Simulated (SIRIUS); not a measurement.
A run of SIRIUS 7.10.0 is set up as follows.

Contents of sirius.json:

```json
{
  "control": {
    "processing_unit": "cpu",
    "verbosity": 2,
    "num_bands_to_print": 21,
    "print_forces": true,
    "print_stress": true
  },
  "parameters": {
    "electronic_structure_method": "pseudopotential",
    "xc_functionals": ["XC_GGA_X_PBE_SOL", "XC_GGA_C_PBE_SOL"],
    "gk_cutoff": 8.7,
    "pw_cutoff": 17.4,
    "ngridk": [5, 5, 1],
    "shiftk": [0, 0, 0],
    "smearing": "fermi_dirac",
    "smearing_width": 0.0018374661,
    "num_bands": 21,
    "num_mag_dims": 0,
    "num_dft_iter": 100,
    "energy_tol": 1e-08,
    "density_tol": 1e-06
  },
  "iterative_solver": {
    "type": "davidson",
    "min_tolerance": 1e-09,
    "tolerance_scale": [0.1, 0.25]
  },
  "mixer": {
    "type": "anderson",
    "beta": 0.7,
    "max_history": 8
  },
  "settings": {
    "tol_ne": 1e-10,
    "pseudo_grid_cutoff": 6.5
  },
  "unit_cell": {
    "lattice_vectors": [
      [6.015974024595, 0.0, 0.0],
      [-3.007987012297, 5.209986333681, 0.0],
      [0.0, 0.0, 32.031949866237]
    ],
    "atom_coordinate_units": "lattice",
    "atom_types": ["W", "S"],
    "atom_files": {
      "S": "S.json",
      "W": "W.json"
    },
    "atoms": {
      "W": [
        [0.0, 0.0, 0.0]
      ],
      "S": [
        [0.3333333333, 0.6666666667, 0.09200051],
        [0.3333333333, 0.6666666667, 0.90799949]
      ]
    }
  }
}
```

Potentials or basis: PseudoDojo 0.4.1 PBE standard (scalar relativistic).

The run is started by

```bash
$ upf_to_json S.upf
$ upf_to_json W.upf
$ OMP_NUM_THREADS=1 sirius.scf --input=sirius.json --output=out.json --task=0
```

Problem. Estimate the largest force.

Solution. 0.073 eV/Å.

Problem. What does it give for the band gap on the k mesh?

Solution. 2.17 eV, indirect (least direct gap 2.69 eV).

Forces on the atoms (eV/Å):
```
W    0.000  0.000  0.000
S    0.000  0.000 -0.073
S    0.000  0.000  0.073
```

Caveat: the k mesh is coarse (spacing up to 0.46 Å⁻¹), so the values aren't converged; the potentials were made for another functional, which shifts forces and pressure; spin-orbit coupling is left out, which moves the levels of the heavy elements. As with any semilocal functional, this PBEsol gap is likely too small.
